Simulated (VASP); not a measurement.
# BaTiO3 (Barioperovskite) (Amm2) in VASP: a series of runs, part 2 of 2

VASP 6.6.1. Earlier steps stand in the parts before.

## 4. Relaxation of cell and atoms, LDA

The input, INCAR:

```
SYSTEM = BaTiO3
PREC = Accurate
ENCUT = 600
EDIFF = 1E-6
ISMEAR = 1
SIGMA = 0.1
LREAL = .FALSE.
LASPH = .TRUE.
NELM = 80
ALGO = Normal
ISIF = 3
LWAVE = .FALSE.
LCHARG = .FALSE.
IBRION = 2
NSW = 90
EDIFFG = -0.01
KPAR = 2
```

The input, KPOINTS:

```
regular mesh
0
G
  10 10 10
  0 0 0
```

The input, POSCAR:

```
BaTiO3
1.0
    3.9855000000      0.0000000000      0.0000000000
    0.0000000000      2.8369000000      2.8451500000
    0.0000000000     -2.8369000000      2.8451500000
Ba Ti O
1 1 3
Direct
    0.0000000000      0.0000000000      0.0000000000
    0.5000000000      0.5124000000      0.5124000000
    0.0000000000      0.4874000000      0.4874000000
    0.5000000000      0.5052400000      0.9918400000
    0.5000000000      0.9918400000      0.5052400000
```

Potentials or basis: VASP PAW LDA potentials, release 64 (Ba_sv, Ti_sv, O).

Run with:

```console
$ cat potpaw_LDA.64/Ba_sv/POTCAR potpaw_LDA.64/Ti_sv/POTCAR potpaw_LDA.64/O/POTCAR > POTCAR
$ mpirun -np 2 vasp_std > vasp.out
```

It took 12 min on 2 MPI ranks of Intel Xeon Platinum 8259CL at 2.50GHz (Skylake/Cascade Lake), shared host; peak memory 0.45 GiB.

It converged, with:

| Quantity | Value |
| --- | --- |
| Free energy | -44.1767 eV |
| Relaxed volume | 12.41 Å³/atom |
| Relaxed cell | a = 3.940 Å, b = 3.968 Å, c = 3.968 Å, α = 89.91°, β = 90.00°, γ = 90.00° |
| Space group after relaxing (to 0.05 Å) | Amm2 (No. 38) |
| Energy gained by relaxing | 13.8 meV/atom |
| Ionic steps | 11 |
| Pressure after relaxing | 0.0 GPa |
| Largest force after relaxing | 0.008 eV/Å |
| Band gap on the k mesh | 1.93 eV, indirect (least direct gap 2.15 eV) |

Forces in eV/Å, atoms in the order of the input:
```
Ba   0.000  0.000  0.004
Ti   0.000  0.000  0.008
O    0.000  0.000 -0.006
O    0.000  0.002 -0.003
O    0.000 -0.002 -0.003
```

Step by step:
| step | energy change (eV) | largest force (eV/Å) | pressure (GPa) | volume (Å³) |
| --- | --- | --- | --- | --- |
| 1 | 0.0000 | 0.2977 | -6.81 | 64.34 |
| 2 | 0.0136 | 0.3926 | 9.25 | 59.38 |
| 3 | -0.0572 | 0.2031 | 0.15 | 61.92 |
| 4 | -0.0572 | 0.2034 | 0.24 | 61.87 |
| 5 | -0.0623 | 0.1484 | 0.25 | 61.88 |
| 6 | -0.0674 | 0.0683 | 0.21 | 61.89 |
| 7 | -0.0686 | 0.0503 | -0.25 | 62.09 |
| 8 | -0.0686 | 0.0512 | -0.24 | 62.08 |
| 9 | -0.0687 | 0.0193 | 0.38 | 61.92 |
| 10 | -0.0688 | 0.0223 | 0.10 | 61.99 |
| 11 | -0.0689 | 0.0077 | 0.03 | 62.04 |

Final structure:
```yaml
crystal:
  lattice:
    - [3.93975, 0.00000, 0.00000]
    - [0.00000, 2.80375, 2.80803]
    - [0.00000, -2.80375, 2.80803]
  atoms:
    - { symbol: Ba, position: [0.00000, 0.00419, 0.00419] }
    - { symbol: Ti, position: [0.50000, 0.51448, 0.51448] }
    - { symbol: O, position: [0.00000, 0.49416, 0.49416] }
    - { symbol: O, position: [0.50000, 0.49493, 0.98912] }
    - { symbol: O, position: [0.50000, 0.98912, 0.49493] }
```

Levels at points of the mesh, in eV from the valence-band top:
```csv
k point,band 18,band 19,band 20,band 21,band 22,band 23
"(0.00, 0.00, 0.00)",-0.31,-0.30,-0.23,1.93,2.03,2.10
"(0.50, 0.00, 0.00)",-1.75,-0.96,-0.86,2.25,3.72,3.79
"(0.00, 0.50, 0.00)",-1.82,-0.83,-0.75,2.14,3.74,3.76
"(0.50, 0.50, 0.00)",-0.88,-0.87,-0.09,3.77,3.78,4.16
"(0.00, 0.50, 0.50)",-0.87,-0.84,-0.17,3.75,3.76,4.13
"(0.50, 0.50, 0.50)",-0.08,-0.01,0.00,4.41,4.43,4.48
```

Caveat: spin-orbit coupling is left out, which moves the levels of the heavy elements.

## 5. Relaxation of cell and atoms, LDA

This run uses another cell than the first one, of 12.41 Å³/atom, 0.964 times its volume.

INCAR, as its differences from that of step 4:

```diff
@@ -3,3 +3,3 @@
 ENCUT = 600
-EDIFF = 1E-6
+EDIFF = 1E-7
 ISMEAR = 1
@@ -15,3 +15,3 @@
 NSW = 90
-EDIFFG = -0.01
+EDIFFG = -0.005
 KPAR = 2
```

KPOINTS is that of step 4.

The input, POSCAR:

```
BaTiO3                                  
1.0
    3.9397503741      0.0000000000      0.0000000000
    0.0000000000      2.8037466905      2.8080302295
    0.0000000000     -2.8037466905      2.8080302295
  Ba              Ti              O             
     1     1     3
Direct
     0.0000000000000000    0.0041879408572185    0.0041879408572185
     0.5000000000000000    0.5144799697458340    0.5144799697458340
     0.0000000000000000    0.4941598064776449    0.4941598064776449
     0.5000000000000000    0.4949292923419662    0.9891229905773408
     0.5000000000000000    0.9891229905773408    0.4949292923419662
```

Run with:

```console
$ cat potpaw_LDA.64/Ba_sv/POTCAR potpaw_LDA.64/Ti_sv/POTCAR potpaw_LDA.64/O/POTCAR > POTCAR
$ mpirun -np 2 vasp_std > vasp.out
```

It took 4.7 min on 2 MPI ranks of Intel Xeon Platinum 8259CL at 2.50GHz (Skylake/Cascade Lake), shared host; peak memory 0.43 GiB.

The run converged. Its results:

- Free energy: -44.1715 eV
- Relaxed volume: 12.42 Å³/atom
- Relaxed cell: a = 3.938 Å, b = 3.970 Å, c = 3.970 Å, α = 89.90°, β = 90.00°, γ = 90.00°
- Space group after relaxing (to 0.05 Å): Amm2 (No. 38)
- Energy gained by relaxing: 0.0 meV/atom
- Ionic steps: 5
- Pressure after relaxing: 0.0 GPa
- Band gap on the k mesh: 1.93 eV, indirect (least direct gap 2.17 eV)

Forces on the atoms (eV/Å):
```
Ba   0.000  0.000  0.002
Ti   0.000  0.000  0.003
O    0.000  0.000 -0.003
O    0.000  0.000 -0.001
O    0.000  0.000 -0.001
```

Final structure:
```xyz
5
Lattice="3.9379 0.0000 0.0000 0.0000 2.8052 2.8099 0.0000 -2.8052 2.8099" Properties=species:S:1:pos:R:3 pbc="T T T"
Ba    0.0000    0.0000    0.0246
Ti    1.9690    0.0000    2.8937
O     0.0000    0.0000    2.7755
O     1.9690   -1.3855    4.1691
O     1.9690    1.3855    4.1691
```

Levels at points of the mesh, in eV from the valence-band top:
```
           k point  band 17  band 18  band 19  band 20  band 21  band 22  band 23  band 24
(0.00, 0.00, 0.00)    -1.18    -0.32    -0.31    -0.24     1.93     2.05     2.11     4.40
(0.50, 0.00, 0.00)    -1.84    -1.75    -0.97    -0.87     2.26     3.72     3.80     4.40
(0.00, 0.50, 0.00)    -1.93    -1.81    -0.84    -0.75     2.15     3.74     3.76     4.39
(0.50, 0.50, 0.00)    -1.70    -0.88    -0.87    -0.09     3.77     3.78     4.16     5.12
(0.00, 0.50, 0.50)    -1.67    -0.87    -0.84    -0.18     3.75     3.77     4.13     5.27
(0.50, 0.50, 0.50)    -2.38    -0.08    -0.01     0.00     4.41     4.43     4.48     6.70
```

Caveat: spin-orbit coupling is left out, which moves the levels of the heavy elements. A k mesh can miss the band edges.

## 6. Overview

| task | level | potentials or basis | cell | gap on the mesh (eV) | pressure (GPa) |
| --- | --- | --- | --- | --- | --- |
| relaxation of shape and atoms at fixed volume | PBEsol | VASP PAW PBE potentials, release 64 (Ba_sv, Ti_sv, O) | atoms relaxed at fixed volume from: a relaxed cell with its volume scaled by 1.04 | 2.29 | -4.0 |
| relaxation of shape and atoms at fixed volume | PBEsol | VASP PAW PBE potentials, release 64 (Ba_sv, Ti_sv, O) | atoms relaxed at fixed volume from: a relaxed cell with its volume scaled by 1.06 | 2.40 | -5.5 |
| relaxation of cell and atoms | LDA | VASP PAW LDA potentials, release 64 (Ba_sv, Ti_sv, O) | relaxed | 1.93 | 0.0 |

Alike in all rows: no spin polarisation; k mesh 10 × 10 × 10; cutoff (eV) 600; smearing methfessel-paxton 0.1 eV.

Caveats: spin-orbit coupling is left out, which moves the levels of the heavy elements; the PAW data sets were made with another functional, which shifts forces and pressure a little (some runs).

Absolute energies hang on the potentials; compare differences alone.
